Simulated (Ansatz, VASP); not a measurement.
BiTe in VASP and in Ansatz

```xyz
2
Lattice="0.0000 3.2023 3.2023 3.2023 0.0000 3.2023 3.2023 3.2023 0.0000" Properties=species:S:1:pos:R:3 pbc="T T T"
Bi    0.0000    0.0000    0.0000
Te    3.2023    3.2023    3.2023
```

Alike in both runs: task relaxation of cell and atoms; functional PBE; k mesh 9 × 9 × 9; occupations fermi-dirac, width 0.05 eV; no spin polarisation.

|  | VASP | Ansatz |
| --- | --- | --- |
| version | VASP 6.6.1 | Ansatz 0.2.0 |
| potentials or method | VASP PAW PBE potentials, release 64 (Bi_d, Te), cutoff 600 eV | all-electron LAPW, scalar-relativistic |

|  | VASP | Ansatz | Ansatz less VASP |
| --- | --- | --- | --- |
| relaxed volume (Å³/atom) | 34.36 | 34.39 | +0.033 |
| relaxed cell length with the largest relative difference (Å) | 4.597 | 4.599 | +0.0015 |
| energy change over the relaxation (meV/atom) | -11 | -11 | -0.4 |

Ansatz ran all-electron here, so the differences hold the error of VASP's frozen core and of both bases.

 PBE usually gives volumes a little too large and moduli too small. Zero-point motion and thermal expansion aren't in these numbers.
